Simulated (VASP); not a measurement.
# SnSe in VASP: further runs, part 2 of 2

VASP 6.6.1. Earlier steps stand in the parts before.

**4. Single point, HSE06**

The input, POSCAR:

```
SnSe
1.0
    4.2853274191      0.0000000000      0.0000000000
    0.0000000000      4.2853274191      0.0000000000
    0.0000000000      0.0000000000     10.9906921300
Sn Se
2 2
Direct
    0.0000000000      0.5000000000      0.6277708900
    0.5000000000      0.0000000000      0.3722291100
    0.0000000000      0.5000000000      0.3839605100
    0.5000000000      0.0000000000      0.6160394900
```

The input, INCAR.step1:

```
SYSTEM = SnSe
PREC = Accurate
ENCUT = 300
EDIFF = 1E-5
ISMEAR = 0
SIGMA = 0.01
LREAL = .FALSE.
LASPH = .TRUE.
NELM = 100
ALGO = Normal
ISIF = 2
LWAVE = .TRUE.
LCHARG = .FALSE.
NKRED = 1
NBANDS = 28
GGA = PE
```

The input, INCAR.step2:

```
SYSTEM = SnSe
PREC = Accurate
ENCUT = 300
EDIFF = 1E-6
ISMEAR = 0
SIGMA = 0.01
LREAL = .FALSE.
LASPH = .TRUE.
NELM = 100
ALGO = Normal
ISIF = 2
LWAVE = .FALSE.
LCHARG = .FALSE.
GGA = PE
LHFCALC = .TRUE.
HFSCREEN = 0.2
PRECFOCK = Fast
NKRED = 1
NBANDS = 28
ISTART = 1
```

The input, KPOINTS:

```
regular mesh
0
G
  2 2 1
  0 0 0
```

Potentials or basis: VASP PAW PBE potentials, release 64 (Sn_d, Se).

The run is started by

```console
> cat potpaw_PBE.64/Sn_d/POTCAR potpaw_PBE.64/Se/POTCAR > POTCAR
> cp INCAR.step1 INCAR
> mpirun -np 1 vasp_std > vasp.out
> cp INCAR.step2 INCAR
> mpirun -np 1 vasp_std > vasp.out
```

OUTCAR:

```text
SYSTEM = SnSe
   PREC = Accurate
   ENCUT = 300
   EDIFF = 1E-6
   ISMEAR = 0
   LREAL = .FALSE.
   LASPH = .TRUE.
   NELM = 100
   ISIF = 2
   GGA = PE
   LHFCALC = .TRUE.
   HFSCREEN = 0.2
   PRECFOCK = Fast
   NKRED = 1
   ISTART = 1

 Found      3 irreducible k-points:

 Following reciprocal coordinates:
            Coordinates               Weight
[... 179 lines left out ...]

  FORCE on cell =-STRESS in cart. coord.  units (eV):
  Direction    XX          YY          ZZ          XY          YZ          ZX
  --------------------------------------------------------------------------------------
  -------------------------------------------------------------------------------------
  Total        1.9428752      1.9428752     -5.0816153      0.0000000     -0.0000000      0.0000000
  in kB       15.4227714     15.4227714    -40.3384590      0.0000000     -0.0000000      0.0000000
  external PRESSURE =      -3.1643054 kB  Pullay stress =       0.0000000 kB

 VOLUME and BASIS-vectors are now :
 -----------------------------------------------------------------------------
  energy-cutoff  :      300.00
  volume of cell :      201.83
      direct lattice vectors                 reciprocal lattice vectors
     4.285327419  0.000000000  0.000000000     0.233354398  0.000000000  0.000000000
     0.000000000  4.285327419  0.000000000     0.000000000  0.233354398  0.000000000
     0.000000000  0.000000000 10.990692130     0.000000000  0.000000000  0.090986081

 POSITION                                       TOTAL-FORCE (eV/Angst)
 -----------------------------------------------------------------------------------
      0.00000      2.14266      6.89964         0.000000      0.000000     -0.569255
      2.14266      0.00000      4.09106         0.000000     -0.000000      0.569255
      0.00000      2.14266      4.21999        -0.000000      0.000000      1.210364
      2.14266      0.00000      6.77070        -0.000000      0.000000     -1.210364
 -----------------------------------------------------------------------------------
    total drift:                                0.000001      0.000001      0.000001

  FREE ENERGIE OF THE ION-ELECTRON SYSTEM (eV)
  ---------------------------------------------------
  free  energy   TOTEN  =       -18.8432295986 eV

  energy  without entropy=      -18.8432295986  energy(sigma->0) =      -18.84322960
```

OUTCAR.step1:

```text
SYSTEM = SnSe
   PREC = Accurate
   ENCUT = 300
   EDIFF = 1E-5
   ISMEAR = 0
   LREAL = .FALSE.
   LASPH = .TRUE.
   NELM = 100
[... 200 lines left out ...]
      2.14266      0.00000      4.09106        -0.000000      0.000000      0.386471
      0.00000      2.14266      4.21999        -0.000000     -0.000000      0.905116
      2.14266      0.00000      6.77070         0.000000      0.000000     -0.905116
 -----------------------------------------------------------------------------------
    total drift:                                0.000000      0.000000      0.000000

  FREE ENERGIE OF THE ION-ELECTRON SYSTEM (eV)
  ---------------------------------------------------
  free  energy   TOTEN  =       -15.5025724328 eV

  energy  without entropy=      -15.5025724328  energy(sigma->0) =      -15.50257243
```

It took 31 s on 1 thread of Intel Xeon 6975P-C (Granite Rapids), shared host; peak memory 0.28 GiB.

The run converged, but some of its settings lie outside the range that counts as converged, so its numbers aren't taken as properties of the slab.

Results:

```
Free energy            : -18.8432 eV
Largest force          : 1.210 eV/Å
Band gap on the k mesh : 2.31 eV, direct
```

Caveat: the k mesh is coarse (spacing up to 0.73 Å⁻¹), so the values aren't converged, least of all with exact exchange; the PAW data sets were made with another functional, which shifts forces and pressure a little; spin-orbit coupling is left out, which moves the levels of the heavy elements.

**5. Single point, HSE06**

POSCAR is that of step 4.

Edit INCAR.step1 of step 4 so:

```diff
@@ -2,3 +2,3 @@
 PREC = Accurate
-ENCUT = 300
+ENCUT = 500
 EDIFF = 1E-5
```

Edit INCAR.step2 of step 4 so:

```diff
@@ -2,3 +2,3 @@
 PREC = Accurate
-ENCUT = 300
+ENCUT = 500
 EDIFF = 1E-6
```

KPOINTS is that of step 4.

The run is started by

```console
> cat potpaw_PBE.64/Sn_d/POTCAR potpaw_PBE.64/Se/POTCAR > POTCAR
> cp INCAR.step1 INCAR
> mpirun -np 1 vasp_std > vasp.out
> cp INCAR.step2 INCAR
> mpirun -np 1 vasp_std > vasp.out
```

Run time: 57 s. Hardware: 1 thread of Intel Xeon 6975P-C (Granite Rapids), shared host; peak memory 0.36 GiB.

The run converged, but some of its settings lie outside the range that counts as converged, so its numbers aren't taken as properties of the slab.

Results:

```yaml
Free_energy: -18.8558 eV
Largest_force: 1.210 eV/Å
Band_gap_on_the_k_mesh: 2.31 eV, direct
```

Caveat: the k mesh is coarse (spacing up to 0.73 Å⁻¹), so the values aren't converged, least of all with exact exchange; the PAW data sets were made with another functional, which shifts forces and pressure a little; spin-orbit coupling is left out, which moves the levels of the heavy elements.
